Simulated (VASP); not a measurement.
# Si (Fd-3m) in VASP: notebook, part 2 of 3

VASP 6.6.1.

## 4. Band structure, B3LYP

POSCAR

```
Si
1.0
    0.0000000000      2.7218511865      2.7218511865
    2.7218511865      0.0000000000      2.7218511865
    2.7218511865      2.7218511865      0.0000000000
Si
2
Direct
    0.5000000000      0.5000000000      0.5000000000
    0.7500000000      0.7500000000      0.7500000000
```

INCAR.step1

```
PREC = Accurate ; ENCUT = 520
EDIFF = 1E-5 ; ISMEAR = -1
SIGMA = 0.05 ; LREAL = False
LASPH = True ; NELM = 80
ALGO = Normal ; ISIF = 2
LWAVE = True ; LCHARG = False
GGA = PE
```

INCAR.step2

```
PREC = Accurate ; ENCUT = 520
EDIFF = 1E-6 ; ISMEAR = -1
SIGMA = 0.05 ; LREAL = False
LASPH = True ; NELM = 80
ALGO = Normal ; ISIF = 2
LWAVE = False ; LCHARG = False
GGA = B3 ; LHFCALC = True
AEXX = 0.2 ; AGGAX = 0.72
AGGAC = 0.81 ; ALDAC = 0.19
PRECFOCK = Normal ; HFRCUT = -1
ISTART = 1
```

KPOINTS

```
Automatic mesh
0
Gamma
  4 4 4
```

KPOINTS_OPT

```
path GXWKGLUWLK,UX
8
line-mode
reciprocal
 0.0000000000  0.0000000000  0.0000000000  G
 0.5000000000  0.0000000000  0.5000000000  X

 0.5000000000  0.0000000000  0.5000000000  X
 0.5000000000  0.2500000000  0.7500000000  W

 0.5000000000  0.2500000000  0.7500000000  W
 0.3750000000  0.3750000000  0.7500000000  K

 0.3750000000  0.3750000000  0.7500000000  K
 0.0000000000  0.0000000000  0.0000000000  G

 0.0000000000  0.0000000000  0.0000000000  G
 0.5000000000  0.5000000000  0.5000000000  L

 0.5000000000  0.5000000000  0.5000000000  L
 0.6250000000  0.2500000000  0.6250000000  U

 0.6250000000  0.2500000000  0.6250000000  U
 0.5000000000  0.2500000000  0.7500000000  W

 0.5000000000  0.2500000000  0.7500000000  W
 0.5000000000  0.5000000000  0.5000000000  L

 0.5000000000  0.5000000000  0.5000000000  L
 0.3750000000  0.3750000000  0.7500000000  K

 0.6250000000  0.2500000000  0.6250000000  U
 0.5000000000  0.0000000000  0.5000000000  X
```

Potentials or basis: VASP PAW PBE potentials, release 64 (Si).

Launch:

```console
cat potpaw_PBE.64/Si/POTCAR > POTCAR
cp INCAR.step1 INCAR
mpirun -np 1 vasp_std > vasp.out
cp INCAR.step2 INCAR
mpirun -np 1 vasp_std > vasp.out
```

OUTCAR:

```text
PREC = Accurate
   ENCUT = 520
   EDIFF = 1E-6
   ISMEAR = -1
   LREAL = False
   LASPH = True
   NELM = 80
   ISIF = 2
   GGA = B3
   LHFCALC = True
   AEXX = 0.2
   PRECFOCK = Normal
   ISTART = 1

 ion  position               nearest neighbor table
   1  0.500  0.500  0.500-   2 2.36   2 2.36   2 2.36   2 2.36
   2  0.750  0.750  0.750-   1 2.36   1 2.36   1 2.36   1 2.36

  LATTYP: Found a face centered cubic cell.
 ALAT       =     5.4437023730

  Lattice vectors:

 A1 = (   0.0000000000,   2.7218511865,   2.7218511865)
 A2 = (   2.7218511865,   0.0000000000,   2.7218511865)
 A3 = (   2.7218511865,   2.7218511865,   0.0000000000)

Analysis of symmetry for initial positions (statically):
=====================================================================
 Subroutine PRICEL returns:
 Original cell was already a primitive cell.

 Routine SETGRP: Setting up the symmetry group for a
 face centered cubic supercell.

 Subroutine GETGRP returns: Found 48 space group operations
 (whereof 24 operations were pure point group operations)
 out of a pool of 48 trial point group operations.

The static configuration has the point symmetry T_d .
 The point group associated with its full space group is O_h .

Analysis of symmetry for dynamics (positions and initial velocities):
=====================================================================
 Subroutine PRICEL returns:
 Original cell was already a primitive cell.

 Routine SETGRP: Setting up the symmetry group for a
 face centered cubic supercell.

 Subroutine GETGRP returns: Found 48 space group operations
 (whereof 24 operations were pure point group operations)
 out of a pool of 48 trial point group operations.

The dynamic configuration has the point symmetry T_d .
 The point group associated with its full space group is O_h .

 Subroutine INISYM returns: Found 48 space group operations
 (whereof 24 operations are pure point group operations),
 and found     1 'primitive' translations

----------------------------------------------------------------------------------------

                                     Primitive cell

  volume of cell :      40.3295

  direct lattice vectors                    reciprocal lattice vectors
     0.000000000  2.721851186  2.721851186    -0.183698507  0.183698507  0.183698507
     2.721851186  0.000000000  2.721851186     0.183698507 -0.183698507  0.183698507
     2.721851186  2.721851186  0.000000000     0.183698507  0.183698507 -0.183698507

  length of vectors
     3.849278863  3.849278863  3.849278863     0.318175148  0.318175148  0.318175148

  position of ions in fractional coordinates (direct lattice)
     0.500000000  0.500000000  0.500000000
     0.750000000  0.750000000  0.750000000

  ion indices of the primitive-cell ions
   primitive index   ion index
                 1           1
                 2           2

----------------------------------------------------------------------------------------

 KPOINTS: Automatic mesh

Automatic generation of k-mesh.
 Grid dimensions read from file:
 generate k-points for:    4    4    4

 Generating k-lattice:

  Cartesian coordinates                     Fractional coordinates (reciprocal lattice)
[... 28 lines left out ...]
   dimension x,y,z NGX =    30 NGY =   30 NGZ =   30
   dimension x,y,z NGXF=    60 NGYF=   60 NGZF=   60
   ions per type =               2
   NGX,Y,Z   is equivalent  to a cutoff of  12.96, 12.96, 12.96 a.u.
   NGXF,Y,Z  is equivalent  to a cutoff of  25.91, 25.91, 25.91 a.u.
 SYSTEM =  unknown system
   PREC   = accura    normal or accurate (medium, high low for compatibility)
   ISTART =      1    job   : 0-new  1-cont  2-samecut
   ICHARG =      0    charge: 1-file 2-atom 10-const
   ISPIN  =      1    spin polarized calculation?
   LNONCOLLINEAR =      F non collinear calculations
   LSORBIT =      F    spin-orbit coupling
   LASPH  =      T    aspherical Exc in radial PAW
   ENCUT  =  520.0 eV  38.22 Ry    6.18 a.u.   7.16  7.16  7.16*2*pi/ulx,y,z
   NELM   =     80;   NELMIN=  2; NELMDL=  0     # of ELM steps
   EDIFF  = 0.1E-05   stopping-criterion for ELM
   LREAL  =      F    real-space projection
   EDIFFG = 0.1E-04   stopping-criterion for IOM
   NSW    =      0    number of steps for IOM
   IBRION =     -1    ionic relax: 0-MD 1-quasi-New 2-CG
   NFREE  =      0    steps in history (QN), initial steepest desc. (CG)
   ISIF   =      2    stress and relaxation
   ISYM   =      3    0-nonsym 1-usesym 2-fastsym
   POTIM  = 0.5000    time-step for ionic-motion
   TEBEG  =    0.0;   TEEND  =   0.0 temperature during run
   PSTRESS=    0.0 pullay stress
   NELECT =       8.0000    total number of electrons
   NUPDOWN=      -1.0000    fix difference up-down
   EMIN   =  10.00;   EMAX   =-10.00  energy-range for DOS
   EFERMI =   0.00;   METHOD = LEGACY
   ISMEAR =    -1;   SIGMA  =   0.05  broadening in eV -4-tet -1-fermi 0-gaus
   EFERMI_NEDOS =   21; number of points for ismear=-14 and -15
   IALGO  =     38    algorithm
   IMIX   =      1    mixing-type and parameters
     AMIX     =   0.40;   BMIX     =  1.00
     AMIX_MAG =   1.60;   BMIX_MAG =  1.00
  volume/ion in A,a.u.               =      20.16       136.08
  Fermi-wavevector in a.u.,A,eV,Ry     =   0.954766  1.804247 12.402783  0.911579
  Thomas-Fermi vector in A             =   2.083543
   LORBIT       =      0    0 simple, 1 ext, 2 COOP (PROOUT), +10 PAW based schemes
   GGA     = B3    functional components
   LHFCALC =     T    Hartree Fock is set to
   PRECFOCK=normal    Normal, Fast or Accurate (Low or Medium for compatibility)
   ENCUT4O =  -1.0   cutoff for four orbital integrals eV
   NKREDX  =     1    reduce k-point grid by
   NKREDY  =     1    reduce k-point grid by
   NKREDZ  =     1    reduce k-point grid by
   AEXX    =    0.2000 exact exchange contribution
   HFSCREEN=    0.0000 screening length (either q_TF or 0.3 A-1)
   HFSCREENC=   0.0000 screening length for correlation (either q_TF or 0.3 A-1)
   ENCUTFOCK=  -1.0 apply spherical cutoff to Coloumb kernel
   IVDW    =     0    specifies the selected vdW correction
   LEPSILON=     F    determine dielectric tensor
   LRPA    =     F    only Hartree local field effects (RPA)
 non-spin polarized calculation
  energy-cutoff  :      520.00
  volume of cell :       40.33
 maximum number of plane-waves:      1106
 NGX is ok and might be reduce to    30
  NGX = 24; NGY = 24; NGZ = 24

 number of electron       8.0000001 magnetization

 Free energy of the ion-electron system (eV)
  ---------------------------------------------------
  ext. energy  EPLUGINS =         0.00000000
  ---------------------------------------------------
  free energy    TOTEN  =       -11.69701570 eV

  energy without entropy =      -11.69701569  energy(sigma->0) =      -11.69701570

 E-fermi :   6.3745     XC(G=0):  -7.3629

 val. band max:        5.3883371316   @ k =   0.0000   0.0000   0.0000
 cond. band min:       7.4094475089   @ k =   0.5000   0.5000   0.0000
 fundamental gap:      2.0211103773
 Fermi energy:         6.3745358813

 k-point     1 :       0.0000    0.0000    0.0000
  band No.  band energies     occupation
      1      -7.5671      2.00000
      2       5.3883      2.00000
      3       5.3883      2.00000
      4       5.3883      2.00000
      5       9.2921      0.00000
      6       9.2921      0.00000
      7       9.2921      0.00000
      8      10.0189      0.00000
[... 67 lines left out ...]
 k-point     8 :      -0.2500    0.5000    0.2500
  band No.  band energies     occupation
      1      -2.9194      2.00000
      2      -2.9194      2.00000
      3       1.4174      2.00000
      4       1.4174      2.00000
      5      11.0640      0.00000
      6      11.0640      0.00000
      7      11.8722      0.00000
      8      11.8722      0.00000

------------------------ aborting loop because EDIFF is reached ----------------------------------------

  FORCE on cell =-STRESS in cart. coord.  units (eV):
  Direction    XX          YY          ZZ          XY          YZ          ZX
  --------------------------------------------------------------------------------------
  -------------------------------------------------------------------------------------
  Total        0.6396987      0.6396987      0.6396987      0.0000000     -0.0000000      0.0000000
  in kB       25.4134077     25.4134077     25.4134077      0.0000000     -0.0000000      0.0000000
  external PRESSURE =      25.4134077 kB  Pullay stress =       0.0000000 kB

 VOLUME and BASIS-vectors are now :
 -----------------------------------------------------------------------------
  energy-cutoff  :      520.00
  volume of cell :       40.33
      direct lattice vectors                 reciprocal lattice vectors
     0.000000000  2.721851186  2.721851186    -0.183698507  0.183698507  0.183698507
     2.721851186  0.000000000  2.721851186     0.183698507 -0.183698507  0.183698507
     2.721851186  2.721851186  0.000000000     0.183698507  0.183698507 -0.183698507

 POSITION                                       TOTAL-FORCE (eV/Angst)
 -----------------------------------------------------------------------------------
      2.72185      2.72185      2.72185        -0.000000     -0.000000     -0.000000
      4.08278      4.08278      4.08278         0.000000      0.000000      0.000000
 -----------------------------------------------------------------------------------
    total drift:                                0.000001     -0.000001      0.000000

  FREE ENERGIE OF THE ION-ELECTRON SYSTEM (eV)
  ---------------------------------------------------
  free  energy   TOTEN  =       -11.6970156954 eV

  energy  without entropy=      -11.6970156949  energy(sigma->0) =      -11.69701570
```

Run time: 4.7 min. Hardware: 1 thread of Intel Xeon Platinum 8559C (Emerald Rapids), shared host; peak memory 0.17 GiB.

Results:

- Free energy: -11.6970 eV
- Pressure: 2.5 GPa
- Band gap on the k mesh: 2.02 eV, indirect (least direct gap 3.90 eV)
- Band gap along the path: 1.86 eV, indirect (least direct gap 3.90 eV)

Levels at the corners of the path, in eV from the valence-band top:
```tsv
point	band 2	band 3	band 4	band 5	band 6	band 7
Γ	0.00	0.00	0.00	3.90	3.90	3.90
X	-8.48	-3.01	-3.01	2.02	2.02	11.84
X	-8.48	-3.01	-3.01	2.02	2.02	11.84
W	-8.31	-3.97	-3.97	5.68	5.68	6.48
W	-8.31	-3.97	-3.97	5.68	5.68	6.48
K	-7.82	-4.47	-2.56	2.53	5.55	9.13
K	-7.82	-4.47	-2.56	2.53	5.55	9.11
Γ	0.00	0.00	0.00	3.90	3.90	3.90
Γ	0.00	0.00	0.00	3.90	3.90	3.90
L	-7.47	-1.27	-1.27	2.78	4.77	4.77
L	-7.47	-1.27	-1.27	2.78	4.77	4.77
U	-7.82	-4.47	-2.56	2.53	5.55	9.12
U	-7.82	-4.47	-2.56	2.53	5.55	9.11
W	-8.31	-3.97	-3.97	5.68	5.68	6.48
W	-8.31	-3.97	-3.97	5.68	5.68	6.48
L	-7.47	-1.27	-1.27	2.78	4.77	4.77
L	-7.47	-1.27	-1.27	2.78	4.77	4.77
K	-7.82	-4.47	-2.56	2.53	5.55	9.12
U	-7.82	-4.47	-2.56	2.53	5.55	9.11
X	-8.48	-3.01	-3.01	2.02	2.02	11.84
```

Caveat: the k mesh is coarse (spacing up to 0.50 Å⁻¹), so the values aren't converged, least of all with exact exchange; the PAW data sets were made with another functional, which shifts forces and pressure a little; the mesh misses the band edges, which the band path finds closer together.

(Part 2 of 3 ends here.)
